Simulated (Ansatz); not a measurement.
# Hf2Si: properties at the relaxed cell

An exercise on one series of results from a longer session: the logs are not shown, and one member is left open.

Method: DFT PBEsol, scalar-relativistic, plane waves, PAW, in Ansatz 0.2.0.

1 further run of the same task is left out (set aside as unsound or not needed).

### The starting structure

Symmetry: I4/mcm, No. 140, tetragonal system. Conventional cell: a = 6.511 Å, b = 6.511 Å, c = 5.143 Å, α = 90.00°, β = 90.00°, γ = 90.00°. Hf (site symmetry m2m) has 4 Si at 2.77 Å and 3 Hf at 2.89 to 3.09 Å as nearest neighbours. Si (site symmetry 422) is surrounded by 2 Si at 2.57 Å and 8 Hf at 2.77 Å.

Coordinates:

```xyz
6
Lattice="-3.2553 3.2553 2.5716 3.2553 -3.2553 2.5716 3.2553 3.2553 -2.5716" Properties=species:S:1:pos:R:3 pbc="T T T"
Hf    1.0205    2.2348    2.5716
Hf    2.2348   -1.0205    2.5716
Hf    2.2348    1.0205    0.0000
Hf    1.0205    4.2759    0.0000
Si    0.0000    0.0000    3.8574
Si    0.0000    0.0000    1.2858
```

It goes back to an entry of the Materials Project, which need not be the stable form.

It is the result of an earlier relaxation at this level (volume 18.17 Å³/atom; gap on the mesh: none (metal)).

The first run:

File input.yaml:

```yaml
crystal:
  lattice:
    - [-3.22244161, 3.22244161, 2.5456300221]
    - [3.22244161, -3.22244161, 2.5456300221]
    - [3.22244161, 3.22244161, -2.5456300221]
  atoms:
    - { symbol: Hf, position: [0.8432528485, 0.6567471515, 0.5] }
    - { symbol: Hf, position: [0.3432528485, 0.8432528485, 0.186505697] }
    - { symbol: Hf, position: [0.1567471515, 0.3432528485, 0.5] }
    - { symbol: Hf, position: [0.6567471515, 0.1567471515, 0.813494303] }
    - { symbol: Si, position: [0.75, 0.75, 0.0] }
    - { symbol: Si, position: [0.25, 0.25, 0.0] }
basis:
  ecutwfc: 420
kpoints:
  mp_grid: { grid: [10, 10, 10] }
hamiltonian:
  xc: pbesol
scf:
  occupations: { method: gaussian, width: 0.1 }
output:
  forces: true
  stress: true
  eigenvalues: true
relax:
  adjacent_minimum: "off"
  f_tol: 0.01
  max_steps: 30
  cell: { stress_tol: 0.1, fix: [volume] }
```

Run with:

```
$ ansatz run input.yaml --threads 1 --pin off --max-ram 2560MiB --backend cpu --events-out ev --progress --plain --runs-dir out
```

Among the steps run: Point at V/V0 = 0.97; The cell scaled to 1.03 of its volume; The cell scaled to 0.94 of its volume; The cell scaled to 1.06 of its volume; Volume × 0.91; Volume × 1.10; Volume × 0.88.

One of the session's tables, all rows but one given; the rest of the session is left out.

It belongs to the step «Energy against volume». 

```
volume (Å³/atom)  energy above the lowest point (meV/atom)  pressure (GPa)
          15.988                                     148.2           24.08
          16.533                                      79.2           16.71
          17.078                                      33.5           10.33
          17.623                                       8.0            4.80
          18.168                                       0.0            0.00
          18.713                                         ?               ?
          19.258                                      27.7           -7.75
          19.985                                      72.3          -11.78
```

Q: Estimate the row for volume (Å³/atom) = 18.713 from the others.

Worked estimate for «energy above the lowest point (meV/atom)». A straight line through the neighbours (18.168, 0.0) and (19.258, 27.7) gives 0.0 + (27.7 − 0.0) × (18.713 − 18.168) / (19.258 − 18.168) = 13.9; a parabola fitted to 4 rows on both sides gives 7.5.

As computed: energy above the lowest point (meV/atom): 7.3; pressure (GPa): -4.15. In «energy above the lowest point (meV/atom)» the line misses by +6.6 and the parabola by +0.2.
